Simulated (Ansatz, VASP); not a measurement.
**CrO2 in VASP and in Ansatz**

```xyz
3
Lattice="0.0000 2.4117 2.4117 2.4117 0.0000 2.4117 2.4117 2.4117 0.0000" Properties=species:S:1:pos:R:3 pbc="T T T"
Cr    0.0000    0.0000    0.0000
O     1.2058    1.2058    1.2058
O     3.6175    3.6175    3.6175
```

Alike in both runs: task relaxation of cell and atoms; functional PBE; k mesh 6 × 6 × 6; occupations gaussian, width 0.1 eV; collinear spin.

|  | VASP | Ansatz |
| --- | --- | --- |
| version | VASP 6.6.1 | Ansatz 0.2.0 |
| potentials or method | VASP PAW PBE potentials, release 64 (Cr_pv, O) | scalar-relativistic, plane waves, PAW |
| plane-wave cutoff (eV) | 600 | 420 |
| valence electrons in the cell | 24 | 26 |

VASP gave:

- gap on the k mesh at the Fermi level, each at its own relaxed structure (eV): 0.49
- net moment per atom (μB): 0.67
- size of the moment on the site where the two differ most (μB): 2.17
- relaxed volume (Å³/atom): 8.71
- relaxed cell length with the largest relative difference (Å): 3.331
- energy change over the relaxation (meV/atom): -33

Question: Which values does Ansatz return?

Answer: gap on the k mesh at the Fermi level, each at its own relaxed structure (eV): 0.55; net moment per atom (μB): 0.67; size of the moment on the site where the two differ most (μB): 1.87; relaxed volume (Å³/atom): 8.70; relaxed cell length with the largest relative difference (Å): 3.329; energy change over the relaxation (meV/atom): -34.

Site moments also hang on the region over which each program counts them. The two sets of potentials don't hold the same shells in valence.

Caveats: a cell with one magnetic atom can't hold antiferromagnetic order, which such compounds often take.
